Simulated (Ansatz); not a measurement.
Energy landscape near a Na structure

Theory: Ansatz, DFT PBEsol, scalar-relativistic, plane waves, PAW.

Cutoff 420 eV; k points 15×15×8 on the computed 2-atom cell (Γ-centred); Gaussian smearing, width 0.10 eV; no spin polarisation.

Reference cell:

```yaml
crystal:
  lattice:
    - [3.76700, 0.00000, 0.00000]
    - [-1.88350, 3.26232, 0.00000]
    - [0.00000, 0.00000, 6.15400]
  atoms:
    - { symbol: Na, position: [0.33333, 0.66667, 0.25000] }
    - { symbol: Na, position: [0.66667, 0.33333, 0.75000] }
```

Each variant moves atoms of this cell by the vectors given, if any (Å), and then applies a symmetric strain (tensor components, Cartesian axes). The reference cell isn't relaxed at this level. Energies are per atom at zero smearing, counted from the lowest variant. Pressure is positive in compression.

1. strain (xx yy zz yz xz xy, %) -6.92 -6.92 2.08 0.00 0.00 0.00
2. strain (xx yy zz yz xz xy, %) 2.83 2.83 8.83 0.00 0.00 0.00
3. strain (xx yy zz yz xz xy, %) 0.00 0.00 1.50 0.00 0.00 0.00
4. strain (xx yy zz yz xz xy, %) -1.36 -1.36 -7.36 0.00 0.00 0.00
5. strain (xx yy zz yz xz xy, %) -2.51 -2.51 -1.01 0.00 0.00 0.00

```csv
result,ΔE (meV/atom),P (GPa)
A,27.9,-1.00
B,14.6,0.81
C,0.0,0.18
D,5.6,0.59
E,2.0,-0.38
```

**Question.** Which variant gave which result?

**Answer.** A is 2, B is 1, C is 5, D is 4, E is 3. The pressure falls as the cell grows: from the smallest volume to the largest the variants are 1, 4, 5, 3, 2.

This form isn't the element's structure at ambient conditions.